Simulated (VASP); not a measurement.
# PtSe2 (Sudovikovite) (P-3m1) in VASP: single point with PBE

Aim: the single point of PtSe2 (Sudovikovite) with PBE.

Everything below comes from runs of VASP 6.6.1. Logs are shortened: lines on timing, memory, paths and dates and some standing lists are left out, and cuts for length are marked.

## Step 1: The cell of the first run

Symmetry: P-3m1, No. 164, trigonal system. Conventional cell: a = 3.752 Å, b = 3.752 Å, c = 6.492 Å, α = 90.00°, β = 90.00°, γ = 120.00°. Pt (site symmetry -3m) is surrounded by 6 Se at 2.53 Å. Around Se (site symmetry 3m) lie 3 Pt at 2.53 Å.

## Step 2: Single point, PBE (relaxed again under DFT PBE, scalar-relativistic, plane waves, PAW)

The input, INCAR:

```
SYSTEM = PtSe2
PREC = Accurate
ENCUT = 520
EDIFF = 1E-7
ISMEAR = 0
SIGMA = 0.1
LREAL = .False.
LASPH = .True.
NELM = 100
ALGO = Fast
ISIF = 2
LWAVE = .False.
LCHARG = .False.
GGA = PE
NBANDS = 18
```

The input, KPOINTS:

```
regular mesh
0
Gamma
  15 15 10
  0 0 0
```

The input, POSCAR:

```
PtSe2
1.0
    3.7518702220      0.0000000000      0.0000000000
   -1.8759351110      3.2492149240      0.0000000000
    0.0000000000      0.0000000000      6.4917555312
Pt Se
1 2
Direct
    0.0000000000      0.0000000000      0.0000000000
    0.3333333333      0.6666666667      0.2012529739
    0.6666666667      0.3333333333      0.7987470261
```

Potentials or basis: VASP PAW PBE potentials, release 64 (Pt, Se).

On the command line:

```console
$ cat potpaw_PBE.64/Pt/POTCAR potpaw_PBE.64/Se/POTCAR > POTCAR
$ mpirun -np 1 vasp_std > vasp.out
```

OUTCAR:

```text
SYSTEM = PtSe2
   PREC = Accurate
   ENCUT = 520
   EDIFF = 1E-7
   ISMEAR = 0
   LREAL = .False.
   LASPH = .True.
   NELM = 100
   ISIF = 2
   GGA = PE

 ion  position               nearest neighbor table
   1  0.000  0.000  0.000-   2 2.53   3 2.53   3 2.53   2 2.53   3 2.53   2 2.53
   2  0.333  0.667  0.201-   1 2.53   1 2.53   1 2.53
   3  0.667  0.333  0.799-   1 2.53   1 2.53   1 2.53

  LATTYP: Found a hexagonal cell.
 ALAT       =     3.7518702220
 C/A-ratio  =     1.7302718770

  Lattice vectors:

 A1 = (   3.7518702220,   0.0000000000,   0.0000000000)
 A2 = (  -1.8759351110,   3.2492149240,   0.0000000000)
 A3 = (   0.0000000000,   0.0000000000,   6.4917555312)

Analysis of symmetry for initial positions (statically):
=====================================================================
 Subroutine PRICEL returns:
 Original cell was already a primitive cell.

 Routine SETGRP: Setting up the symmetry group for a
 hexagonal supercell.

 Subroutine GETGRP returns: Found 12 space group operations
 (whereof 12 operations were pure point group operations)
 out of a pool of 24 trial point group operations.

The static configuration has the point symmetry D_3d.

Analysis of symmetry for dynamics (positions and initial velocities):
=====================================================================
 Subroutine PRICEL returns:
 Original cell was already a primitive cell.

 Routine SETGRP: Setting up the symmetry group for a
 hexagonal supercell.

 Subroutine GETGRP returns: Found 12 space group operations
 (whereof 12 operations were pure point group operations)
 out of a pool of 24 trial point group operations.

The dynamic configuration has the point symmetry D_3d.

 Subroutine INISYM returns: Found 12 space group operations
 (whereof 12 operations are pure point group operations),
 and found     1 'primitive' translations

----------------------------------------------------------------------------------------

                                     Primitive cell

  volume of cell :      79.1386

  direct lattice vectors                    reciprocal lattice vectors
     3.751870222  0.000000000  0.000000000     0.266533739  0.153883326  0.000000000
    -1.875935111  3.249214924  0.000000000     0.000000000  0.307766652  0.000000000
     0.000000000  0.000000000  6.491755531     0.000000000  0.000000000  0.154041537

  length of vectors
     3.751870222  3.751870222  6.491755531     0.307766652  0.307766652  0.154041537

  position of ions in fractional coordinates (direct lattice)
     0.000000000  0.000000000  0.000000000
     0.333333333  0.666666667  0.201252974
     0.666666667  0.333333333  0.798747026

  ion indices of the primitive-cell ions
   primitive index   ion index
                 1           1
                 2           2
                 3           3

----------------------------------------------------------------------------------------

 KPOINTS: regular mesh

Automatic generation of k-mesh.
 Grid dimensions read from file:
 generate k-points for:   15   15   10

 Generating k-lattice:

  Cartesian coordinates                     Fractional coordinates (reciprocal lattice)
     0.017768916  0.010258888  0.000000000     0.066666667  0.000000000  0.000000000
     0.000000000  0.020517777  0.000000000     0.000000000  0.066666667  0.000000000
     0.000000000  0.000000000  0.015404154     0.000000000  0.000000000  0.100000000

  Length of vectors
     0.020517777  0.020517777  0.015404154

  Shift w.r.t. Gamma in fractional coordinates (k-lattice)
     0.000000000  0.000000000  0.000000000

 Subroutine IBZKPT returns following result:
 ===========================================

 Found    238 irreducible k-points:

 Following reciprocal coordinates:
            Coordinates               Weight
  0.000000  0.000000  0.000000      1.000000
  0.066667  0.000000  0.000000      6.000000
  0.133333  0.000000  0.000000      6.000000
  0.200000  0.000000  0.000000      6.000000
  0.266667  0.000000  0.000000      6.000000
  0.333333  0.000000  0.000000      6.000000
[... 16 lines left out ...]
  0.333333  0.200000  0.000000     12.000000
  0.400000  0.200000  0.000000      6.000000
 [... further k-points ...]
   k-points           NKPTS =    238   k-points in BZ     NKDIM =    238   number of bands    NBANDS=     18
   number of dos      NEDOS =    301   number of ions     NIONS =      3
   total plane-waves  NPLWV =  37632
   dimension x,y,z NGX =    28 NGY =   28 NGZ =   48
   dimension x,y,z NGXF=    56 NGYF=   56 NGZF=   96
   ions per type =               1   2
   NGX,Y,Z   is equivalent  to a cutoff of  12.41, 12.41, 12.29 a.u.
   NGXF,Y,Z  is equivalent  to a cutoff of  24.81, 24.81, 24.58 a.u.
 SYSTEM =  PtSe2
   PREC   = accura    normal or accurate (medium, high low for compatibility)
   ISTART =      0    job   : 0-new  1-cont  2-samecut
   ICHARG =      2    charge: 1-file 2-atom 10-const
   ISPIN  =      1    spin polarized calculation?
   LNONCOLLINEAR =      F non collinear calculations
   LSORBIT =      F    spin-orbit coupling
   LASPH  =      T    aspherical Exc in radial PAW
   ENCUT  =  520.0 eV  38.22 Ry    6.18 a.u.   6.98  6.98 12.07*2*pi/ulx,y,z
   NELM   =    100;   NELMIN=  2; NELMDL= -5     # of ELM steps
   EDIFF  = 0.1E-06   stopping-criterion for ELM
   LREAL  =      F    real-space projection
   EDIFFG = 0.1E-05   stopping-criterion for IOM
   NSW    =      0    number of steps for IOM
   IBRION =     -1    ionic relax: 0-MD 1-quasi-New 2-CG
   NFREE  =      0    steps in history (QN), initial steepest desc. (CG)
   ISIF   =      2    stress and relaxation
   ISYM   =      2    0-nonsym 1-usesym 2-fastsym
   POTIM  = 0.5000    time-step for ionic-motion
   TEBEG  =    0.0;   TEEND  =   0.0 temperature during run
   PSTRESS=    0.0 pullay stress
   NELECT =      22.0000    total number of electrons
   NUPDOWN=      -1.0000    fix difference up-down
   EMIN   =  10.00;   EMAX   =-10.00  energy-range for DOS
   EFERMI =   0.00;   METHOD = LEGACY
   ISMEAR =     0;   SIGMA  =   0.10  broadening in eV -4-tet -1-fermi 0-gaus
   EFERMI_NEDOS =   21; number of points for ismear=-14 and -15
   IALGO  =     68    algorithm
   IMIX   =      4    mixing-type and parameters
     AMIX     =   0.40;   BMIX     =  1.00
     AMIX_MAG =   1.60;   BMIX_MAG =  1.00
  volume/ion in A,a.u.               =      26.38       178.02
  Fermi-wavevector in a.u.,A,eV,Ry     =   1.068447  2.019072 15.532121  1.141579
  Thomas-Fermi vector in A             =   2.204095
   LORBIT       =      0    0 simple, 1 ext, 2 COOP (PROOUT), +10 PAW based schemes
   GGA     = PE    functional components
   LHFCALC =     F    Hartree Fock is set to
   AEXX    =    0.0000 exact exchange contribution
   IVDW    =     0    specifies the selected vdW correction
   LEPSILON=     F    determine dielectric tensor
   LRPA    =     F    only Hartree local field effects (RPA)
 non-spin polarized calculation
 RMM-DIIS sequential band-by-band and
 Gauss-broadening in eV      SIGMA  =   0.10
  energy-cutoff  :      520.00
  volume of cell :       79.14
 maximum number of plane-waves:      2152
   NGX = 13   NGY = 13   NGZ = 25

 number of electron      21.9999996 magnetization

 Free energy of the ion-electron system (eV)
  ---------------------------------------------------
  ext. energy  EPLUGINS =         0.00000000
  ---------------------------------------------------
  free energy    TOTEN  =       -14.30309590 eV

  energy without entropy =      -14.30309590  energy(sigma->0) =      -14.30309590

 E-fermi :   3.5068     XC(G=0):  -8.9976

 val. band max:        3.0880128539   @ k =   0.1333   0.0667   0.0000
 cond. band min:       3.9237838724   @ k =   0.0000   0.2667   0.3000
 fundamental gap:      0.8357710185
 Fermi energy:         3.5067879470

 k-point     1 :       0.0000    0.0000    0.0000
  band No.  band energies     occupation
      1     -11.1270      2.00000
      2      -9.2904      2.00000
      3      -2.3341      2.00000
      4      -2.2073      2.00000
      5      -2.2073      2.00000
      6       0.0293      2.00000
[... 10 lines left out ...]
     17      11.1738      0.00000
     18      12.1821      0.00000

 k-point     2 :       0.0667    0.0000    0.0000
  band No.  band energies     occupation
      1     -11.0807      2.00000
      2      -9.2956      2.00000
      3      -2.2862      2.00000
      4      -2.2061      2.00000
      5      -2.1783      2.00000
      6      -0.0342      2.00000
[... 10 lines left out ...]
     17      11.3565      0.00000
     18      12.3461      0.00000

 k-point     3 :       0.1333    0.0000    0.0000
  band No.  band energies     occupation
      1     -10.9455      2.00000
      2      -9.3111      2.00000
      3      -2.2113      2.00000
      4      -2.1310      2.00000
      5      -2.0971      2.00000
      6      -0.2571      2.00000
[... 10 lines left out ...]
     17      11.8373      0.00000
     18      12.5136      0.00000

 k-point     4 :       0.2000    0.0000    0.0000
  band No.  band energies     occupation
      1     -10.7329      2.00000
      2      -9.3358      2.00000
      3      -2.1863      2.00000
      4      -1.9824      2.00000
      5      -1.9131      2.00000
      6      -0.6818      2.00000
[... 375 lines left out ...]
      4      -1.8816      2.00000
      5      -1.4725      2.00000
      6      -0.8211      2.00000
[... 10 lines left out ...]
     17      11.5311      0.00000
     18      12.2423      0.00000

 k-point    23 :       0.3333    0.2000    0.0000
  band No.  band energies     occupation
      1      -9.6674      2.00000
      2      -9.4768      2.00000
      3      -2.6897      2.00000
      4      -1.8969      2.00000
      5      -1.3401      2.00000
      6      -0.6945      2.00000
[... 10 lines left out ...]
     17      11.8991      0.00000
     18      12.6630      0.00000

 k-point    24 :       0.4000    0.2000    0.0000
  band No.  band energies     occupation
      1      -9.5621      2.00000
      2      -9.5227      2.00000
      3      -2.7868      2.00000
      4      -1.9111      2.00000
      5      -1.2714      2.00000
      6      -0.6180      2.00000
[... 10 lines left out ...]
     17      12.2604      0.00000
     18      12.6352      0.00000

 [... further k-points ...]
[... 5 lines left out ...]
  --------------------------------------------------------------------------------------
  -------------------------------------------------------------------------------------
  Total       -0.0247976     -0.0247976     -0.0129532      0.0000000     -0.0000000      0.0000000
  in kB       -0.5020329     -0.5020329     -0.2622407      0.0000000     -0.0000000      0.0000000
  external PRESSURE =      -0.4221022 kB  Pullay stress =       0.0000000 kB

 VOLUME and BASIS-vectors are now :
 -----------------------------------------------------------------------------
  energy-cutoff  :      520.00
  volume of cell :       79.14
      direct lattice vectors                 reciprocal lattice vectors
     3.751870222  0.000000000  0.000000000     0.266533739  0.153883326  0.000000000
    -1.875935111  3.249214924  0.000000000     0.000000000  0.307766652  0.000000000
     0.000000000  0.000000000  6.491755531     0.000000000  0.000000000  0.154041537

 POSITION                                       TOTAL-FORCE (eV/Angst)
 -----------------------------------------------------------------------------------
      0.00000      0.00000      0.00000        -0.000000      0.000000      0.000000
     -0.00000      2.16614      1.30649        -0.000000      0.000000     -0.002131
      1.87594      1.08307      5.18527         0.000000      0.000000      0.002131
 -----------------------------------------------------------------------------------
    total drift:                               -0.000000      0.000000     -0.000000

  FREE ENERGIE OF THE ION-ELECTRON SYSTEM (eV)
  ---------------------------------------------------
  free  energy   TOTEN  =       -14.3030959047 eV

  energy  without entropy=      -14.3030959047  energy(sigma->0) =      -14.30309590
```

Run time: 4.5 min. Hardware: 1 thread of Intel Xeon Platinum 8259CL at 2.50GHz (Skylake/Cascade Lake), shared host; peak memory 0.45 GiB.

What came out:

* Free energy: -14.3031 eV
* Pressure: 0.0 GPa
* Band gap on the k mesh: 0.84 eV, indirect (least direct gap 1.09 eV)

Forces on the atoms (eV/Å):
```
Pt   0.000  0.000  0.000
Se   0.000  0.000 -0.002
Se   0.000  0.000  0.002
```

Levels at points of the mesh, in eV from the valence-band top:
```csv
k point,band 8,band 9,band 10,band 11,band 12,band 13,band 14,band 15
"(0.00, 0.00, 0.00)",-1.62,-0.29,-0.29,-0.23,2.61,2.61,4.16,5.18
"(0.00, 0.00, 0.50)",-1.37,-1.32,-0.32,-0.32,2.68,2.68,5.25,5.81
```

Caveat: spin-orbit coupling is left out, which moves the levels of the heavy elements; an odd mesh through Γ misses points on the zone boundary, where band edges often lie; this functional lacks dispersion, which binds the layers, so the pressure and a relaxed spacing across them are unreliable.
